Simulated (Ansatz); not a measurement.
# H7C24F: the cost of one run

Method: DFT LDA, plane waves, PAW, scalar-relativistic, no spin polarisation, in Ansatz 0.2.0.

## (1) The starting structure

The cell holds 32 atoms (C24H7F): a = 7.573 Å, b = 5.049 Å, c = 17.676 Å, α = 90.00°, β = 90.00°, γ = 60.00°.

The coordinates stand in the first input below.

## (2) Dynamics

300 steps of 0.5 fs at constant energy.

The input, input.yaml:

```yaml
accuracy: low
crystal:
  lattice:
    - [7.573114, 0.0, 0.0]
    - [2.524371, 4.372339, 0.0]
    - [0.0, 0.0, 17.676426]
  atoms:
    - { symbol: H, position: [0.1111111, 0.1666667, 0.0565725] }
    - { symbol: H, position: [0.4444444, 0.1666667, 0.0565725] }
    - { symbol: H, position: [0.7777778, 0.1666667, 0.0565725] }
    - { symbol: H, position: [0.1111111, 0.6666667, 0.0565725] }
    - { symbol: H, position: [0.4444444, 0.6666667, 0.0565725] }
    - { symbol: H, position: [0.7777778, 0.6666667, 0.0565725] }
    - { symbol: C, position: [0.1111111, 0.1666667, 0.1188023] }
    - { symbol: C, position: [0.4444444, 0.1666667, 0.1188023] }
    - { symbol: C, position: [0.7777778, 0.1666667, 0.1188023] }
    - { symbol: C, position: [0.1111111, 0.6666667, 0.1188023] }
    - { symbol: C, position: [0.4444444, 0.6666667, 0.1188023] }
    - { symbol: C, position: [0.7777778, 0.6666667, 0.1188023] }
    - { symbol: C, position: [-0.1111111, 0.3333333, 0.1479533] }
    - { symbol: C, position: [0.2222222, 0.3333333, 0.1479533] }
    - { symbol: C, position: [0.5555556, 0.3333333, 0.1479533] }
    - { symbol: C, position: [-0.1111111, 0.8333333, 0.1479533] }
    - { symbol: C, position: [0.2222222, 0.8333333, 0.1479533] }
    - { symbol: C, position: [0.5555556, 0.8333333, 0.1479533] }
    - { symbol: C, position: [-0.1111111, 0.3333333, 0.2354062] }
    - { symbol: C, position: [0.2222222, 0.3333333, 0.2354062] }
    - { symbol: C, position: [0.5555556, 0.3333333, 0.2354062] }
    - { symbol: C, position: [-0.1111111, 0.8333333, 0.2354062] }
    - { symbol: C, position: [0.2222222, 0.8333333, 0.2354062] }
    - { symbol: C, position: [0.5555556, 0.8333333, 0.2354062] }
    - { symbol: C, position: [0.0, 0.0, 0.2645572] }
    - { symbol: C, position: [0.3333333, 0.0, 0.2645572] }
    - { symbol: C, position: [0.6666667, 0.0, 0.2645572] }
    - { symbol: C, position: [0.0, 0.5, 0.2645572] }
    - { symbol: C, position: [0.3333333, 0.5, 0.2645572] }
    - { symbol: C, position: [0.6666667, 0.5, 0.2645572] }
    - { symbol: F, position: [0.6101904, 0.0100377, 0.5112275] }
    - { symbol: H, position: [0.629116, -0.1707105, 0.5338565] }
basis:
  ecutwfc: 420.0
kpoints:
  mp_grid: { grid: [2, 3, 1] }
hamiltonian:
  xc: lda
  pseudopotentials: { kind: paw, azcp: { folder: soft_1 } }
scf:
  occupations: { method: fermi_dirac, width: 0.02 }
  lower_state_search: "off"
md:
  timestep: 0.5
  n_steps: 300
  ensemble: nve
  initial_velocities: zero
  seed: 898628
  initial_site_velocities:
    - { site: 30, velocity: [0.013009, 0.0, -0.035743] }
    - { site: 31, velocity: [0.013009, 0.0, -0.035743] }
  constraints:
    - { sites: [0, 1, 2, 3, 4, 5, 6, 7, 8, 9, 10, 11, 12, 13, 14, 15, 16, 17] }
```

Run with:

```console
$ ansatz run input.yaml --threads 2 --pin off --max-ram 5120MiB --backend cpu --events-out ev --progress --plain --runs-dir out
```

What time and memory should one allow on 2 threads of Arm Neoverse N1, shared host?

About 49 min, with a peak of 1.1 GiB.
